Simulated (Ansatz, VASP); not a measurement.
**Si in VASP and in Ansatz**

The input INCAR:

```
PREC     = Accurate       # precision mode
ENCUT    = 520            # plane-wave cutoff, eV
EDIFF    = 1E-6           # SCF threshold, eV
ISMEAR   = 0              # smearing method
SIGMA    = 0.01           # smearing width, eV
LREAL    = F              # projectors in reciprocal space
LASPH    = T              # aspherical terms in the spheres
NELM     = 60             # most SCF steps
ALGO     = Normal         # electronic algorithm
ISIF     = 2              # what is computed and relaxed
LWAVE    = F              # write WAVECAR
LCHARG   = F              # write CHGCAR
GGA      = PS             # functional
NBANDS   = 11             # bands
```

The input KPOINTS:

```
Automatic mesh
0
Gamma
  8 8 8
```

The input POSCAR:

```
Si
1.0
    0.0000000000      2.7167280764      2.7303117168
    2.7167280764      0.0000000000      2.7303117168
    2.7167280764      2.7167280764      0.0000000000
Si
2
Direct
    0.2500000000      0.2500000000      0.2500000000
    0.0000000000      0.0000000000      0.0000000000
```

Input for Ansatz:

```yaml
crystal:
  lattice:
    - [0.0, 2.71672807639, 2.73031171678]
    - [2.71672807639, 0.0, 2.73031171678]
    - [2.71672807639, 2.71672807639, 0.0]
  atoms:
    - { symbol: Si, position: [0.25, 0.25, 0.25] }
    - { symbol: Si, position: [0.0, 0.0, 0.0] }
kpoints:
  mp_grid: { grid: [8, 8, 8] }
scf:
  occupations: { method: fixed }
  convergence: { dr2_threshold: 1.0e-10 }
hamiltonian:
  xc: pbesol
  pseudopotentials: { kind: all_electron, lapw: { basis_error: 0.0005 } }
output:
  forces: true
  stress: true
  eigenstates:
    kpoints:
      - [0.0, 0.0, 0.0]
      - [0.0, 0.422377749, 0.422377749]
      - [0.422377749, 0.0, 0.422377749]
      - [0.422377749, 0.422377749, 0.0]
      - [-0.5, 0.0, -0.5]
      - [0.0, -0.5, -0.5]
      - [-0.5, -0.5, 0.0]
      - [-0.5, 0.0, 0.0]
      - [0.0, -0.5, 0.0]
      - [0.0, 0.0, -0.5]
      - [-0.5, -0.5, -0.5]
  eigenvalues: true
```

Change from the starting cell: z stretched by +0.5 %, x and y held.

Alike in both runs: task single point; functional PBEsol; k mesh 8 × 8 × 8; no spin polarisation.

```csv
,VASP,Ansatz
version,VASP 6.6.1,Ansatz 0.2.0
potentials or method,"VASP PAW PBE potentials, release 64 (Si)","all-electron LAPW, scalar-relativistic"
plane-wave cutoff (eV),520,see its input
occupations,"gaussian, width 0.01 eV",fixed
```

|  | VASP | Ansatz | Ansatz less VASP |
| --- | --- | --- | --- |
| gap on the k mesh at the Fermi level (eV) | 0.49 | 0.49 | +0.007 |
| pressure (GPa) | -0.3 | -0.5 | -0.16 |
| largest component of the traceless stress (GPa) | 0.32 | 0.32 | +0.001 |

Ansatz ran all-electron here, so the differences hold the error of VASP's frozen core and of both bases.

Caveats: the PAW data sets were made with another functional, which shifts forces and pressure a little (VASP).
